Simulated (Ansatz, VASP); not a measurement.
## F2 in VASP and in Ansatz

```xyz
2
Lattice="9.0000 0.0000 0.0000 0.0000 9.5000 0.0000 0.0000 0.0000 10.0000" Properties=species:S:1:pos:R:3 pbc="T T T"
F     4.5000    4.7500    4.3011
F     4.5000    4.7500    5.6989
```

Alike in both runs: functional PBEsol; k mesh 1 × 1 × 1; occupations gaussian, width 0.05 eV; no spin polarisation.

Ansatz relaxed the structure, and its values are those at the end. VASP's run is a single point on that final structure, the one shown.

|  | VASP | Ansatz |
| --- | --- | --- |
| version | VASP 6.6.1 | Ansatz 0.2.0 |
| potentials or method | VASP PAW PBE potentials, release 64 (F) | plane waves, PAW |
| plane-wave cutoff (eV) | 520 | 517 |
| valence electrons in the cell | 14 | 14 |

```tsv
	VASP	Ansatz	Ansatz less VASP
rms of the force components (eV/Å)	0.259	0.008	-0.2510
```

One of these differences is far larger than is usual between the two programs; its cause wasn't traced. With one functional, cell and mesh, what is left measures potentials, basis and numerics. Ansatz warned: «stress_scf_threshold_loose».

Caveats: the PAW data sets were made with another functional, which shifts forces and pressure a little (VASP).
